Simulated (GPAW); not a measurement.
# Fe (Im-3m) in GPAW: further runs

The runs below take Fe through single point, with PBE, LDA.

All numbers are computed with GPAW 26.7.0; they aren't measurements. Logs are shortened: lines on timing, memory, paths and dates and some standing lists are left out, and cuts for length are marked. The log counts tension as positive stress, the text compression.

### Step 1. The crystal as given

It takes space group Im-3m (No. 229, cubic). Conventional cell: a = 2.886 Å, b = 2.886 Å, c = 2.886 Å, α = 90.00°, β = 90.00°, γ = 90.00°. Fe (site symmetry m-3m) is surrounded by 8 Fe at 2.50 Å.

### Step 2. Single point, PBE, collinear spin, ferromagnetic start (strain = -0.04)

File run.py:

```python
from ase.dft.bandgap import bandgap
from ase.io import read, write
from ase.units import Bohr, GPa
from gpaw import GPAW, PW
from gpaw.elf import elf_from_dft_calculation

atoms = read('Fe.xyz')
atoms.set_initial_magnetic_moments([3.0])

calc = GPAW(mode=PW(600),
            xc='PBE',
            kpts={'size': (10, 10, 10), 'gamma': True},
            occupations={'name': 'fermi-dirac', 'width': 0.05},
            nbands=12,
            convergence={'density': 1e-05, 'energy': 1e-05},
            maxiter=150,
            txt='gpaw.txt')
atoms.calc = calc
energy = atoms.get_potential_energy()
forces = atoms.get_forces()
stress = atoms.get_stress()
calc.write('gs.gpw')
write('result.traj', atoms)
print(f'Energy: {energy:.6f} eV')
print('Forces (eV/A):')
print(forces.round(4))
print('Stress (GPa):', (stress / GPa).round(3))
print('Moments:', calc.get_magnetic_moments().round(3))
print('Fermi level:', round(calc.get_fermi_level(), 4), 'eV')
print(f'Gap: {bandgap(calc)[0]:.4f} eV, direct: {bandgap(calc, direct=True)[0]:.4f} eV')

# fields on the real-space grid
write('density.cube', atoms, data=calc.get_pseudo_density() * Bohr**3)
write('potential.cube', atoms, data=calc.get_electrostatic_potential())
write('spin.cube', atoms, data=(calc.get_pseudo_density(spin=0) - calc.get_pseudo_density(spin=1)) * Bohr**3)
write('elf.cube', atoms, data=elf_from_dft_calculation(calc).data)
```

File Fe.xyz:

```xyz
1
Lattice="-1.4430000000 1.4430000000 1.3852800000 1.4430000000 -1.4430000000 1.3852800000 1.4430000000 1.4430000000 -1.3852800000" Properties=species:S:1:pos:R:3 pbc="T T T"
Fe     0.0000000000      0.0000000000      0.0000000000
```

Potentials or basis: GPAW PAW data sets (gpaw-data 1.2.1), pw.

On the command line:

```
$ OMP_NUM_THREADS=1 python run.py
```

gpaw.txt:

```text
__  _  _
 | _ |_)|_||  |
 |__||  | ||/\| - 26.7.0

Input parameters:
  mode=PW(ecut=600.0),
  convergence={'density': 1e-05, 'energy': 1e-05},
  kpts=MonkhorstPack(size=(10, 10, 10), gamma=True),
  maxiter=150,
  nbands=12,
  occupations=Occupations(name='fermi-dirac', width=0.05),
  xc=XC(name='PBE')

Diagonalizing LCAO Hamiltonian
Converting LCAO to pw mode

       Fe

Atoms  # Å, Bohr magnetons
|   | symbol |        x |        y |        z |    initial magnetic moments |
|---|--------|----------|----------|----------|-----------------------------|
| 0 |     Fe | 0.000000 | 0.000000 | 0.000000 | ( 0.0000,  0.0000,  3.0000) |

Unit cell  # Å
| periodic |         x |         y |         z |  lengths |     angles |
|----------|-----------|-----------|-----------|----------|------------|
|      yes | -1.443000 |  1.443000 |  1.385280 | 2.466475 | 108.387595 |
|      yes |  1.443000 | -1.443000 |  1.385280 | 2.466475 | 108.387595 |
|      yes |  1.443000 |  1.443000 | -1.385280 | 2.466475 | 111.660913 |

Number of symmetries: 16
Symmetry operations  # r_c * U_cc + t_c -> r_c
|    | kind |            matrix            |
|----|------|------------------------------|
|  0 |  σ   |  1, 1, 1,  0, 0,-1,  0,-1, 0 |
|  1 |  C4  |  1, 1, 1,  0, 0,-1, -1, 0, 0 |
|  2 |  E   |  1, 0, 0,  0, 1, 0,  0, 0, 1 |
|  3 |  σ   |  1, 0, 0,  0, 1, 0, -1,-1,-1 |
|  4 |  σ   |  0, 1, 0,  1, 0, 0,  0, 0, 1 |
|  5 |  C2  |  0, 1, 0,  1, 0, 0, -1,-1,-1 |
|  6 |  C2  |  0, 0, 1, -1,-1,-1,  1, 0, 0 |
|  7 |  S4  |  0, 0, 1, -1,-1,-1,  0, 1, 0 |
|  8 |  C4  |  0, 0,-1,  1, 1, 1,  0,-1, 0 |
|  9 |  σ   |  0, 0,-1,  1, 1, 1, -1, 0, 0 |
| 10 |  σ   |  0,-1, 0, -1, 0, 0,  1, 1, 1 |
| 11 |  C2  |  0,-1, 0, -1, 0, 0,  0, 0,-1 |
| 12 |  C2  | -1, 0, 0,  0,-1, 0,  1, 1, 1 |
| 13 |  i   | -1, 0, 0,  0,-1, 0,  0, 0,-1 |
| 14 |  S4  | -1,-1,-1,  0, 0, 1,  1, 0, 0 |
| 15 |  C2  | -1,-1,-1,  0, 0, 1,  0, 1, 0 |

BZ-sampling:
  Number of BZ points: 1000
  Number of IBZ points: 102

  Monkhorst-Pack size: [10, 10, 10]
  Monkhorst-Pack shift: [0.05, 0.05, 0.05]

K-points  # in reciprocal-cell coordinates
|     |                                coordinates |     weight |
|-----|--------------------------------------------|------------|
|   0 | (  0.00000000,   0.00000000,   0.00000000) | 0.00100000 |
|   1 | (  0.10000000,  -0.10000000,   0.00000000) | 0.00400000 |
|   2 | (  0.10000000,  -0.10000000,   0.10000000) | 0.00400000 |
|   3 | (  0.10000000,   0.00000000,   0.00000000) | 0.00800000 |
|   4 | (  0.10000000,   0.10000000,  -0.10000000) | 0.00200000 |
|   5 | (  0.20000000,  -0.20000000,   0.00000000) | 0.00400000 |
|   6 | (  0.20000000,  -0.20000000,   0.10000000) | 0.00800000 |
|   7 | (  0.20000000,  -0.20000000,   0.20000000) | 0.00400000 |
|   8 | (  0.20000000,  -0.10000000,   0.00000000) | 0.01600000 |
|   9 | (  0.20000000,  -0.10000000,   0.10000000) | 0.00800000 |
| ... |                                            |            |
| 101 | (  0.50000000,   0.50000000,   0.50000000) | 0.00100000 |

Plane wave coefficients: 400
Cutoff: 600.0 eV

Spin-components: 2 (collinear spins)
Bands:           12
Projectors:      6
Spin-degeneracy: 1
Datatype:        complex128

Parallelization:
  kpt:    1
  domain: 1
  band:   1

Density:
  Valence electrons: 8.0
  Components: 2
  Grid points: [14 14 14]
  Charge: 0.0  # |e|

Potential:
  Grid points: [14 14 14]

species:
  Fe:
    name:    Iron
    Z:       26.0
    valence: 8
    core:    18
    charge:  0.0  # [|e|]
    compensation charges:
      type: gauss
      rc: 0.33  # [Å]
      lmax: 2
    cutoffs:
      filter: 2.06  # [Å]
      core: 2.67  # [Å]
    projectors
    | kind |    occ | energy [eV] | rcut [Å] |
    |------|--------|-------------|----------|
    |   4s |  2.000 |      -5.291 |    1.164 |
    |   4p |  0.000 |      -1.326 |    1.058 |
    |   3d |  6.000 |      -7.505 |    1.058 |
    |    s |        |      21.920 |    1.164 |
    |    p |        |      25.885 |    1.058 |
    |    d |        |      19.706 |    1.058 |

    Using partial waves for Fe as LCAO basis

Reference energy: -34619.454600  # eV

eigensolver:
  PPCG
  Converge bands: occupied
  niter=2

density mixing:
  MSR1-Mixer
  Pratt-step length: 0.05
  Maximum mixing coefficient: 0.75
  Old densities: 10
  SVD Regularization: 0.005
  Good broyden scale: 1.0
  Trust region scale: 1.0
  Backstep threshold: 4.0
  History deletion threshold: 6.0
  Fourier metric: weight=20.0, sigma=0.015

occupation numbers:
  Fermi-Dirac:
    width: 0.0500  # eV

poisson solver:
  ecut: 4800.0  # eV

xc functional:
  name: PBE with 2 nearest neighbor stencil

convergence criteria:
- Maximum integral of absolute [dens]ity change: 1e-05 electrons / valence electron
- Maximum [total energy] change in last 3 cyles: 1e-05 eV / valence electron
- Maximum integral of absolute [eigenst]ate change: 4e-08 eV^2 / valence electron
maximum number of iterations: 150

SCF iterations
|iter     | |      energy | eigst |  dens |  magmom |
|---------|-|-------------|-------|-------|---------|
|iter:   1| |   -8.881499 | +0.10 |       |  +3.0053|
|iter:   2| |   -8.879066 | -2.12 | -0.92 |  +2.9748|
|iter:   3| |   -8.952236 | -2.35 | -0.96 |  +2.6827|
|iter:   4| |   -8.992971 | -3.05 | -1.27 |  +2.5143|
|iter:   5| |   -9.022459 | -2.83 | -1.40 |  +2.2361|
|iter:   6| |   -9.025205 | -4.15 | -1.96 |  +2.1818|
|iter:   7| |   -9.025707 | -4.36 | -2.25 |  +2.1310|
|iter:   8| |   -9.025727 | -5.85 | -2.86 |  +2.1419|
|iter:   9| |   -9.025732c| -6.65 | -3.44 |  +2.1403|
|iter:  10| |   -9.025731c| -7.42c| -3.72 |  +2.1415|
|iter:  11| |   -9.025730c| -7.92c| -4.46 |  +2.1416|
|iter:  12| |   -9.025730c| -8.85c| -5.32c|  +2.1416|

Converged in 12 steps
Energy contributions relative to reference atoms: (reference = -34619.454600)

Energy contributions:
  Kinetic:           6.774323
  Coulomb:          -5.738178
  Zero:              0.072273
  External:          0.000000
  Xc:              -10.130401
  Entropy:          -0.007495
  Spinorbit:         0.000000
  ----------------------------
  Free energy:      -9.029478
  Extrapolated:     -9.025730

dipole moment: (-3.536774, -3.536774, -3.395303)  # |e|*Ang

Total magnetic moment: (0.000000, 0.000000, 2.141607)

Local magnetic moments
|        x |        y |        z |
|----------|----------|----------|
| 0.000000 | 0.000000 | 2.191273 |  # Fe   0

Fermi level: 9.923
Eigenvalues  # (at kpt = [0.000, 0.000, 0.000])
| band index |      eig [eV] | occ [0-1] |      eig [eV] | occ [0-1] |
|------------|---------------|-----------|---------------|-----------|
|          0 |         1.463 |     1.000 |         1.583 |     1.000 |
|          1 |         7.505 |     1.000 |         9.318 |     1.000 |
|          2 |         7.732 |     1.000 |         9.632 |     0.997 |
|          3 |         7.732 |     1.000 |         9.632 |     0.997 |
|          4 |         8.704 |     1.000 |        11.388 |     0.000 |
|          5 |         8.908 |     1.000 |        11.713 |     0.000 |
|          6 |        34.352 |     0.000 |        34.012 |     0.000 |
|          7 |        34.352 |     0.000 |        34.012 |     0.000 |
|          8 |        35.347 |     0.000 |        35.013 |     0.000 |
|          9 |        35.392 |     0.000 |        37.034 |     0.000 |
|         10 |        35.392 |     0.000 |        37.034 |     0.000 |
|         11 |        35.412 |     0.000 |        37.046 |     0.000 |

No gap
No difference between direct/indirect transitions

Forces  # eV/Ang
|       x |       y |        z |
|---------|---------|----------|
| 0.00000 | 0.00000 | -0.00000 |  # Fe   0

Stress tensor  # eV/Ang^3
|        x |         y |         z |
|----------|-----------|-----------|
| 0.026546 |  0.000000 |  0.000000 |
| 0.000000 |  0.026546 | -0.000000 |
| 0.000000 | -0.000000 | -0.017761 |

# Writing to gs.gpw (mode='')
```

Run time: 19 s. Hardware: 1 thread of Arm Neoverse V2, shared host; peak memory 0.14 GiB.

Results:

- Free energy: -9.0295 eV
- Pressure: -1.9 GPa
- Band gap on the k mesh: none (metal or under the smearing width)
- Net moment: 2.14 μB per cell
- Site moments: Fe +2.19 μB

Stress tensor (GPa, compression positive):
```
-4.25  0.00  0.00
 0.00 -4.25  0.00
 0.00  0.00  2.85
```

Caveat: the density grid can change from cell to cell, which puts small steps into energies and stress.

### Step 3. Single point, PBE, collinear spin, ferromagnetic start (strain = -0.02)

run.py, as its differences from that of step 2:

```diff
@@ -6,3 +6,3 @@
 
-atoms = read('Fe.xyz')
+atoms = read('POSCAR')
 atoms.set_initial_magnetic_moments([3.0])
```

File POSCAR:

```
Fe
1.0
   -1.4430000000      1.4430000000      1.4141400000
    1.4430000000     -1.4430000000      1.4141400000
    1.4430000000      1.4430000000     -1.4141400000
Fe
1
Direct
    0.0000000000      0.0000000000      0.0000000000
```

Potentials or basis: GPAW PAW data sets (gpaw-data 1.2.1), pw.

On the command line:

```
$ OMP_NUM_THREADS=1 python run.py
```

gpaw.txt:

```text
__  _  _
 | _ |_)|_||  |
 |__||  | ||/\| - 26.7.0

Input parameters:
  mode=PW(ecut=600.0),
  convergence={'density': 1e-05, 'energy': 1e-05},
  kpts=MonkhorstPack(size=(10, 10, 10), gamma=True),
  maxiter=150,
  nbands=12,
  occupations=Occupations(name='fermi-dirac', width=0.05),
  xc=XC(name='PBE')

Diagonalizing LCAO Hamiltonian
Converting LCAO to pw mode

       Fe

Atoms  # Å, Bohr magnetons
|   | symbol |        x |        y |        z |    initial magnetic moments |
|---|--------|----------|----------|----------|-----------------------------|
| 0 |     Fe | 0.000000 | 0.000000 | 0.000000 | ( 0.0000,  0.0000,  3.0000) |

Unit cell  # Å
| periodic |         x |         y |         z |  lengths |     angles |
|----------|-----------|-----------|-----------|----------|------------|
|      yes | -1.443000 |  1.443000 |  1.414140 | 2.482799 | 108.930174 |
[... 162 lines left out ...]
dipole moment: (-3.535640, -3.535640, -3.464927)  # |e|*Ang

Total magnetic moment: (0.000000, 0.000000, 2.148439)

Local magnetic moments
|        x |        y |        z |
|----------|----------|----------|
| 0.000000 | 0.000000 | 2.202871 |  # Fe   0

Fermi level: 9.607
Eigenvalues  # (at kpt = [0.000, 0.000, 0.000])
| band index |      eig [eV] | occ [0-1] |      eig [eV] | occ [0-1] |
|------------|---------------|-----------|---------------|-----------|
|          0 |         1.298 |     1.000 |         1.404 |     1.000 |
|          1 |         7.329 |     1.000 |         9.177 |     1.000 |
|          2 |         7.435 |     1.000 |         9.327 |     0.996 |
|          3 |         7.435 |     1.000 |         9.327 |     0.996 |
|          4 |         8.470 |     1.000 |        11.198 |     0.000 |
|          5 |         8.565 |     1.000 |        11.353 |     0.000 |
|          6 |        34.045 |     0.000 |        33.679 |     0.000 |
|          7 |        34.045 |     0.000 |        33.679 |     0.000 |
|          8 |        34.513 |     0.000 |        34.154 |     0.000 |
|          9 |        35.122 |     0.000 |        36.778 |     0.000 |
|         10 |        35.122 |     0.000 |        36.778 |     0.000 |
|         11 |        35.126 |     0.000 |        36.781 |     0.000 |

No gap
No difference between direct/indirect transitions

Forces  # eV/Ang
|       x |       y |       z |
|---------|---------|---------|
| 0.00000 | 0.00000 | 0.00000 |  # Fe   0

Stress tensor  # eV/Ang^3
|        x |         y |         z |
|----------|-----------|-----------|
| 0.044743 |  0.000000 |  0.000000 |
| 0.000000 |  0.044743 | -0.000000 |
| 0.000000 | -0.000000 |  0.024868 |

# Writing to gs.gpw (mode='')
```

It took 21 s on 1 thread of Arm Neoverse V2, shared host; peak memory 0.14 GiB.

Results:

| Property | Result |
| --- | --- |
| Free energy | -9.0289 eV |
| Pressure | -6.1 GPa |
| Band gap on the k mesh | none (metal or under the smearing width) |
| Net moment | 2.15 μB per cell |
| Site moments | Fe +2.20 μB |

Levels at points of the mesh, in eV from the Fermi level:
Spin up:
```
           k point  band 1  band 2  band 3  band 4  band 5  band 6  band 7  band 8
(0.00, 0.00, 0.00)   -8.31   -2.28   -2.17   -2.17   -1.14   -1.04   24.44   24.44
(0.50, 0.00, 0.50)   -4.74   -3.28   -1.02   -0.85    0.37    0.51    7.12   17.81
(0.50, 0.50, 0.00)   -4.74   -3.15   -1.09   -0.96    0.34    0.35    6.91   18.25
(0.50, 0.50, 0.50)   -4.67   -4.62    0.09    0.09    0.13    9.35    9.35   10.12
```
Spin down:
```
           k point  band 1  band 2  band 3  band 4  band 5  band 6  band 7  band 8
(0.00, 0.00, 0.00)   -8.20   -0.43   -0.28   -0.28    1.59    1.75   24.07   24.07
(0.50, 0.00, 0.50)   -3.49   -1.62    0.53    1.56    1.95    2.56    8.47   17.81
(0.50, 0.50, 0.00)   -3.51   -1.45    0.35    1.41    1.88    2.55    8.27   18.22
(0.50, 0.50, 0.50)   -2.86   -2.81    2.26    2.26    2.27    9.57    9.57   10.34
```

Caveat: the density grid can change from cell to cell, which puts small steps into energies and stress.

### Step 4. Single point, PBE, collinear spin, ferromagnetic start (strain = -0.01)

run.py, as its differences from that of step 3:

```diff
@@ -6,3 +6,3 @@
 
-atoms = read('POSCAR')
+atoms = read('Fe.xyz')
 atoms.set_initial_magnetic_moments([3.0])
```

File Fe.xyz:

```xyz
1
Lattice="-1.4430000000 1.4430000000 1.4285700000 1.4430000000 -1.4430000000 1.4285700000 1.4430000000 1.4430000000 -1.4285700000" Properties=species:S:1:pos:R:3 pbc="T T T"
Fe     0.0000000000      0.0000000000      0.0000000000
```

Potentials or basis: GPAW PAW data sets (gpaw-data 1.2.1), pw.

On the command line:

```
$ OMP_NUM_THREADS=1 python run.py
```

gpaw.txt:

```text
__  _  _
 | _ |_)|_||  |
 |__||  | ||/\| - 26.7.0

Input parameters:
  mode=PW(ecut=600.0),
  convergence={'density': 1e-05, 'energy': 1e-05},
  kpts=MonkhorstPack(size=(10, 10, 10), gamma=True),
  maxiter=150,
  nbands=12,
  occupations=Occupations(name='fermi-dirac', width=0.05),
  xc=XC(name='PBE')

Diagonalizing LCAO Hamiltonian
Converting LCAO to pw mode

       Fe

Atoms  # Å, Bohr magnetons
|   | symbol |        x |        y |        z |    initial magnetic moments |
|---|--------|----------|----------|----------|-----------------------------|
| 0 |     Fe | 0.000000 | 0.000000 | 0.000000 | ( 0.0000,  0.0000,  3.0000) |

Unit cell  # Å
| periodic |         x |         y |         z |  lengths |     angles |
|----------|-----------|-----------|-----------|----------|------------|
[... 162 lines left out ...]
  Extrapolated:     -9.020956

dipole moment: (-3.535044, -3.535044, -3.499694)  # |e|*Ang

Total magnetic moment: (0.000000, 0.000000, 2.153929)

Local magnetic moments
|        x |        y |        z |
|----------|----------|----------|
| 0.000000 | 0.000000 | 2.210486 |  # Fe   0

Fermi level: 9.454
Eigenvalues  # (at kpt = [0.000, 0.000, 0.000])
| band index |      eig [eV] | occ [0-1] |      eig [eV] | occ [0-1] |
|------------|---------------|-----------|---------------|-----------|
|          0 |         1.218 |     1.000 |         1.318 |     1.000 |
|          1 |         7.241 |     1.000 |         9.109 |     0.999 |
|          2 |         7.292 |     1.000 |         9.183 |     0.996 |
|          3 |         7.292 |     1.000 |         9.183 |     0.996 |
|          4 |         8.353 |     1.000 |        11.103 |     0.000 |
|          5 |         8.399 |     1.000 |        11.179 |     0.000 |
|          6 |        33.889 |     0.000 |        33.513 |     0.000 |
|          7 |        33.889 |     0.000 |        33.513 |     0.000 |
|          8 |        34.116 |     0.000 |        33.744 |     0.000 |
|          9 |        34.994 |     0.000 |        36.659 |     0.000 |
|         10 |        34.994 |     0.000 |        36.659 |     0.000 |
|         11 |        34.996 |     0.000 |        38.445 |     0.000 |

No gap
No difference between direct/indirect transitions

Forces  # eV/Ang
|       x |       y |       z |
|---------|---------|---------|
| 0.00000 | 0.00000 | 0.00000 |  # Fe   0

Stress tensor  # eV/Ang^3
|        x |        y |        z |
|----------|----------|----------|
| 0.052737 | 0.000000 | 0.000000 |
| 0.000000 | 0.052737 | 0.000000 |
| 0.000000 | 0.000000 | 0.043507 |

# Writing to gs.gpw (mode='')
```

It took 29 s on 1 thread of Arm Neoverse V1, shared host; peak memory 0.14 GiB.

What came out:

| Quantity | Value |
| --- | --- |
| Free energy | -9.0249 eV |
| Pressure | -8.0 GPa |
| Band gap on the k mesh | none (metal or under the smearing width) |
| Net moment | 2.15 μB per cell |
| Site moments | Fe +2.21 μB |

Levels at points of the mesh, in eV from the Fermi level:
Spin up:
```csv
k point,band 1,band 2,band 3,band 4,band 5,band 6,band 7,band 8
"(0.00, 0.00, 0.00)",-8.24,-2.21,-2.16,-2.16,-1.10,-1.05,24.44,24.44
"(0.50, 0.00, 0.50)",-4.68,-3.21,-1.00,-0.88,0.36,0.50,7.01,17.81
"(0.50, 0.50, 0.00)",-4.67,-3.15,-1.04,-0.93,0.35,0.41,6.90,18.03
"(0.50, 0.50, 0.50)",-4.59,-4.57,0.09,0.09,0.11,9.43,9.43,9.80
```
Spin down:
| k point | band 1 | band 2 | band 3 | band 4 | band 5 | band 6 | band 7 | band 8 |
| --- | --- | --- | --- | --- | --- | --- | --- | --- |
| (0.00, 0.00, 0.00) | -8.14 | -0.34 | -0.27 | -0.27 | 1.65 | 1.73 | 24.06 | 24.06 |
| (0.50, 0.00, 0.50) | -3.43 | -1.54 | 0.51 | 1.56 | 1.94 | 2.56 | 8.36 | 17.80 |
| (0.50, 0.50, 0.00) | -3.44 | -1.45 | 0.42 | 1.48 | 1.91 | 2.55 | 8.26 | 18.00 |
| (0.50, 0.50, 0.50) | -2.77 | -2.75 | 2.27 | 2.27 | 2.27 | 9.63 | 9.63 | 10.02 |

Caveat: the density grid can change from cell to cell, which puts small steps into energies and stress.

(Continued in part 2 of 2.)
